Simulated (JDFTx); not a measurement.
Here is a JDFTx 1.7.0 (patched build) calculation.

File CuO.in:

```
lattice \
    4.8236215721     0.0000000000     0.0000000000 \
    0.0000000000     4.8236215721     0.0000000000 \
    0.0000000000     0.0000000000     4.8236215721
coords-type Cartesian
ion Cu     0.0000000000     0.0000000000     0.0000000000 1
ion O      2.4118107861     2.4118107861     2.4118107861 1

ion-species pseudo/Cu.upf
ion-species pseudo/O.upf
elec-cutoff 50 400
elec-ex-corr gga-x-pbe-r gga-c-pbe
kpoint-folding 5 5 5
elec-smearing Fermi 0.0018374661
elec-n-bands 19
electronic-SCF nIterations 100 energyDiffThreshold 1e-09
electronic-minimize nIterations 30 energyDiffThreshold 1e-7
forces-output-coords Cartesian
lattice-minimize nIterations 40 energyDiffThreshold 1e-6

dump-name run.$VAR
dump End Ecomponents EigStats BandEigs Kpoints Forces Stress
```

Potentials or basis: SG15-PBE-1.2 with smoothed tails.

Run with:

```bash
$ jdftx -c 1 -i CuO.in -o CuO.out
```

(1) What does it give for the space group after relaxing (to 0.05 Å)?

(2) Estimate the band gap on the k mesh.

Answers

(1) Pm-3m (No. 221).

(2) none (metal or under the smearing width).

Caveat: the k mesh is coarse (spacing up to 0.49 Å⁻¹), so the values aren't converged; an odd number of electrons without spin polarisation forces a metal; a magnetic or distorted state may lie lower; the run has no spin polarisation, though such a crystal can be magnetic; semilocal functionals often make such compounds metallic where correlation or magnetic order opens a gap, which also shifts bond lengths.
